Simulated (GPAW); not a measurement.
# AlN (F-43m) in GPAW: settings compared, part 2 of 2

GPAW 26.7.0.

### 4 Equation of state, vdW-DF-cx

Contents of run.py:

```python
from ase import Atoms
from ase.eos import EquationOfState
from ase.io import Trajectory
from ase.units import GPa
from gpaw import GPAW, PW

atoms = Atoms(['Al', 'N'],
              cell=[[0.0, 2.1839935596, 2.1839935596],
                    [2.1839935596, 0.0, 2.1839935596],
                    [2.1839935596, 2.1839935596, 0.0]],
              scaled_positions=[[0.0, 0.0, 0.0],
                                [0.25, 0.25, 0.25]],
              pbc=True)

traj = Trajectory('eos.traj', 'w')
volumes, energies = [], []
for x in [0.94, 0.96, 0.98, 1.0, 1.02, 1.04, 1.06]:
    a = atoms.copy()
    a.set_cell(atoms.cell * x**(1 / 3), scale_atoms=True)
    calc = GPAW(mode=PW(800),
                xc={'name': 'vdW-DF-cx', 'backend': 'libvdwxc'},
                kpts={'size': (10, 10, 10), 'gamma': True},
                occupations={'name': 'fermi-dirac', 'width': 0.05},
                nbands=11,
                convergence={'density': 1e-05, 'energy': 1e-05},
                maxiter=150,
                txt=f'eos-{x:.2f}.txt')
    a.calc = calc
    energies.append(a.get_potential_energy(force_consistent=True))
    volumes.append(a.get_volume())
    calc.write(f'eos-{x:.2f}.gpw')
    traj.write(a)
    print(f'{x:.2f} {volumes[-1]:10.4f} A^3 {energies[-1]:14.6f} eV', flush=True)

v0, e0, B = EquationOfState(volumes, energies, eos='birchmurnaghan').fit()
print(f'V0 = {v0:.4f} A^3, E0 = {e0:.6f} eV, B0 = {B / GPa:.2f} GPa')
```

Potentials or basis: GPAW PAW data sets (gpaw-data 1.2.1), pw.

On the command line:

```bash
OMP_NUM_THREADS=1 python run.py
```

The program printed:

```text
__  _  _
 | _ |_)|_||  |
 |__||  | ||/\| - 26.7.0

Input parameters:
  mode=PW(ecut=800.0),
  convergence={'density': 1e-05, 'energy': 1e-05},
  kpts=MonkhorstPack(size=(10, 10, 10), gamma=True),
  maxiter=150,
  nbands=11,
  occupations=Occupations(name='fermi-dirac', width=0.05),
  xc=XC(name='vdW-DF-cx', backend='libvdwxc')

Diagonalizing LCAO Hamiltonian
Converting LCAO to pw mode

          N
       Al

Atoms  # Å, Bohr magnetons
|   | symbol |        x |        y |        z |    initial magnetic moments |
|---|--------|----------|----------|----------|-----------------------------|
| 0 |     Al | 0.000000 | 0.000000 | 0.000000 | ( 0.0000,  0.0000,  0.0000) |
| 1 |      N | 1.069705 | 1.069705 | 1.069705 | ( 0.0000,  0.0000,  0.0000) |

Unit cell  # Å
| periodic |        x |        y |        z |  lengths |    angles |
|----------|----------|----------|----------|----------|-----------|
|      yes | 0.000000 | 2.139410 | 2.139410 | 3.025582 | 60.000000 |
|      yes | 2.139410 | 0.000000 | 2.139410 | 3.025582 | 60.000000 |
|      yes | 2.139410 | 2.139410 | 0.000000 | 3.025582 | 60.000000 |

Number of symmetries: 24
Symmetry operations  # r_c * U_cc + t_c -> r_c
|    | kind |            matrix            |
|----|------|------------------------------|
|  0 |  E   |  1, 0, 0,  0, 1, 0,  0, 0, 1 |
|  1 |  σ   |  1, 0, 0,  0, 0, 1,  0, 1, 0 |
|  2 |  σ   |  1, 0,-1,  0, 1,-1,  0, 0,-1 |
|  3 |  C3  |  1, 0,-1,  0, 0,-1,  0, 1,-1 |
|  4 |  C3  |  1,-1, 0,  0,-1, 1,  0,-1, 0 |
|  5 |  σ   |  1,-1, 0,  0,-1, 0,  0,-1, 1 |
|  6 |  σ   |  0, 1, 0,  1, 0, 0,  0, 0, 1 |
|  7 |  C3  |  0, 1, 0,  0, 0, 1,  1, 0, 0 |
|  8 |  C2  |  0, 1,-1,  1, 0,-1,  0, 0,-1 |
|  9 |  S4  |  0, 1,-1,  0, 0,-1,  1, 0,-1 |
| 10 |  C3  |  0, 0, 1,  1, 0, 0,  0, 1, 0 |
| 11 |  σ   |  0, 0, 1,  0, 1, 0,  1, 0, 0 |
| 12 |  S4  |  0, 0,-1,  1, 0,-1,  0, 1,-1 |
| 13 |  C3  |  0, 0,-1,  0, 1,-1,  1, 0,-1 |
| 14 |  S4  |  0,-1, 1,  1,-1, 0,  0,-1, 0 |
| 15 |  C2  |  0,-1, 1,  0,-1, 0,  1,-1, 0 |
| 16 |  C3  |  0,-1, 0,  1,-1, 0,  0,-1, 1 |
| 17 |  S4  |  0,-1, 0,  0,-1, 1,  1,-1, 0 |
| 18 |  S4  | -1, 1, 0, -1, 0, 1, -1, 0, 0 |
| 19 |  C3  | -1, 1, 0, -1, 0, 0, -1, 0, 1 |
| 20 |  C3  | -1, 0, 1, -1, 1, 0, -1, 0, 0 |
| 21 |  S4  | -1, 0, 1, -1, 0, 0, -1, 1, 0 |
| 22 |  σ   | -1, 0, 0, -1, 1, 0, -1, 0, 1 |
| 23 |  C2  | -1, 0, 0, -1, 0, 1, -1, 1, 0 |

BZ-sampling:
  Number of BZ points: 1000
  Number of IBZ points: 47

  Monkhorst-Pack size: [10, 10, 10]
  Monkhorst-Pack shift: [0.05, 0.05, 0.05]

K-points  # in reciprocal-cell coordinates
|     |                                coordinates |     weight |
|-----|--------------------------------------------|------------|
|   0 | (  0.00000000,   0.00000000,   0.00000000) | 0.00100000 |
|   1 | (  0.10000000,   0.10000000,   0.00000000) | 0.00600000 |
|   2 | (  0.10000000,   0.10000000,   0.10000000) | 0.00800000 |
|   3 | (  0.20000000,   0.10000000,   0.10000000) | 0.01200000 |
|   4 | (  0.20000000,   0.20000000,   0.00000000) | 0.00600000 |
|   5 | (  0.20000000,   0.20000000,   0.10000000) | 0.02400000 |
|   6 | (  0.20000000,   0.20000000,   0.20000000) | 0.00800000 |
|   7 | (  0.30000000,   0.20000000,   0.10000000) | 0.02400000 |
|   8 | (  0.30000000,   0.20000000,   0.20000000) | 0.02400000 |
|   9 | (  0.30000000,   0.30000000,   0.00000000) | 0.00600000 |
| ... |                                            |            |
|  46 | (  0.50000000,   0.50000000,   0.50000000) | 0.00400000 |

Plane wave coefficients: 1020
Cutoff: 800.0 eV

Spin-components: 1 (collinear spins)
Bands:           11
Projectors:      10
Spin-degeneracy: 2
Datatype:        complex128

Parallelization:
  kpt:    1
  domain: 1
  band:   1

Density:
  Valence electrons: 8.0
  Components: 1
  Grid points: [20 20 20]
  Charge: 0.0  # |e|

Potential:
  Grid points: [20 20 20]

species:
  Al:
    name:    Aluminium
    Z:       13.0
    valence: 3
    core:    10
    charge:  0.0  # [|e|]
    compensation charges:
      type: gauss
      rc: 0.34  # [Å]
      lmax: 2
    cutoffs:
      filter: 1.91  # [Å]
      core: 2.36  # [Å]
    projectors
    | kind |    occ | energy [eV] | rcut [Å] |
    |------|--------|-------------|----------|
    |   3s |  2.000 |      -7.753 |    1.085 |
    |   3p |  1.000 |      -2.712 |    1.085 |
    |    s |        |      19.459 |    1.085 |
    |    p |        |      24.499 |    1.085 |
    |    d |        |       0.000 |    1.085 |

    Using partial waves for Al as LCAO basis

  N:
    name:    Nitrogen
    Z:       7.0
    valence: 5
    core:    2
    charge:  0.0  # [|e|]
    compensation charges:
      type: gauss
      rc: 0.18  # [Å]
      lmax: 2
    cutoffs:
      filter: 1.11  # [Å]
      core: 0.96  # [Å]
    projectors
    | kind |    occ | energy [eV] | rcut [Å] |
    |------|--------|-------------|----------|
    |   2s |  2.000 |     -18.583 |    0.603 |
    |   2p |  3.000 |      -7.089 |    0.529 |
    |    s |        |       8.629 |    0.603 |
    |    p |        |      20.123 |    0.529 |
    |    d |        |       0.000 |    0.577 |

    Using partial waves for N as LCAO basis

Reference energy: -8085.144769  # eV

eigensolver:
  PPCG
  Converge bands: occupied
  niter=2

density mixing:
  MSR1-Mixer
  Pratt-step length: 0.05
  Maximum mixing coefficient: 0.75
  Old densities: 10
  SVD Regularization: 0.005
  Good broyden scale: 1.0
  Trust region scale: 1.0
  Backstep threshold: 4.0
  History deletion threshold: 6.0
  Fourier metric: weight=20.0, sigma=0.015

occupation numbers:
  Fermi-Dirac:
    width: 0.0500  # eV

poisson solver:
  ecut: 6400.0  # eV

xc functional:
  name: vdW-DF-cx with libvdwxc
  Mode: serial
  Semilocal: GGA_X_LV_RPW86+LDA_C_PW with 2 nearest neighbor stencil
  Local blocksize: 40 x 40 x 40
  PAW datasets: PBE

convergence criteria:
- Maximum integral of absolute [dens]ity change: 1e-05 electrons / valence electron
- Maximum [total energy] change in last 3 cyles: 1e-05 eV / valence electron
- Maximum integral of absolute [eigenst]ate change: 4e-08 eV^2 / valence electron
maximum number of iterations: 150

SCF iterations
|iter     | |      energy | eigst |  dens |
|---------|-|-------------|-------|-------|
|iter:   1| |   -9.066709 | -0.23 |       |
|iter:   2| |   -8.532907 | -2.22 | -0.55 |
|iter:   3| |   -6.932677 | -0.90 | -0.60 |
|iter:   4| |   -6.941322 | -3.14 | -1.25 |
|iter:   5| |   -6.946198 | -3.63 | -1.56 |
|iter:   6| |   -6.946248 | -5.67 | -2.78 |
|iter:   7| |   -6.946259c| -6.40 | -3.16 |
|iter:   8| |   -6.946259c| -8.01c| -4.49 |
|iter:   9| |   -6.946259c| -8.26c| -5.01c|

Converged in 9 steps
Energy contributions relative to reference atoms: (reference = -8085.144769)

Energy contributions:
  Kinetic:          23.774287
  Coulomb:         -20.003958
  Zero:              0.070615
  External:          0.000000
  Xc:              -10.787203
  Entropy:          -0.000000
  Spinorbit:         0.000000
  ----------------------------
  Free energy:      -6.946259
  Extrapolated:     -6.946259

dipole moment: (-8.480746, -8.480746, -8.480746)  # |e|*Ang

Fermi level: 7.514
Eigenvalues  # (at kpt = [0.000, 0.000, 0.000])
| band index |      eig [eV] | occ [0-2] |
|------------|---------------|-----------|
|          0 |        -8.745 |     2.000 |
|          1 |         6.548 |     2.000 |
|          2 |         6.548 |     2.000 |
|          3 |         6.548 |     2.000 |
|          4 |        11.378 |     0.000 |
|          5 |        19.752 |     0.000 |
|          6 |        19.752 |     0.000 |
|          7 |        19.752 |     0.000 |
|          8 |        24.743 |     0.000 |
|          9 |        24.748 |     0.000 |
|         10 |        26.271 |     0.000 |

Gap: 3.321 eV
Transition (v -> c):
  (s=0, k=0, n=3, [0.00, 0.00, 0.00]) -> (s=0, k=41, n=4, [0.50, 0.50, 0.00])
Direct/indirect transitions are different
Direct gap: 4.830 eV
Transition at: (s=0, k=0, n=3, [0.00, 0.00, 0.00])
# Writing to eos-0.94.gpw (mode='')
```

It took 65 s on 1 thread of Intel Xeon Platinum 8488C (Sapphire Rapids), shared host; peak memory 0.29 GiB.

What came out:

```yaml
Equilibrium_volume: 10.71 Å³/atom
Bulk_modulus: 195 GPa
Pressure_derivative_of_the_bulk_modulus: "4.0 (rough: it moves with the points fitted)"
```

Energy against volume, from the lowest point:
```tsv
volume (Å³/atom)	energy (meV/atom)
9.792	55.30
10.001	31.79
10.209	15.06
10.417	4.69
10.626	0.00
10.834	0.42
11.042	5.47
```

Caveat: the PAW data sets were made with another functional, which shifts forces and pressure a little.

### 5 Overview

```tsv
task	level	potentials or basis	cutoff (eV)	band path	band points	grid spacing	V0 of scaled cells (Å³/atom)	B0 (GPa)
equation of state	PBE	SG15 ONCV 1.2, pw	1100	-	-	-	10.64	194
band structure	PBE	GPAW PAW data sets (gpaw-data 1.2.1), lcao:dzp	-	GXWKGLUWLK,UX	100	0.16 Å	-	-
equation of state	vdW-DF-cx	GPAW PAW data sets (gpaw-data 1.2.1), pw	800	-	-	-	10.71	195
```

Alike in all rows: no spin polarisation; cell as given; k mesh 10 × 10 × 10; smearing fermi-dirac 0.05 eV.

Caveats: the basis of atomic orbitals isn't converged, which shifts pressures, moduli and gaps (some runs); the PAW data sets were made with another functional, which shifts forces and pressure a little (some runs).

Absolute energies hang on the potentials; compare differences alone.
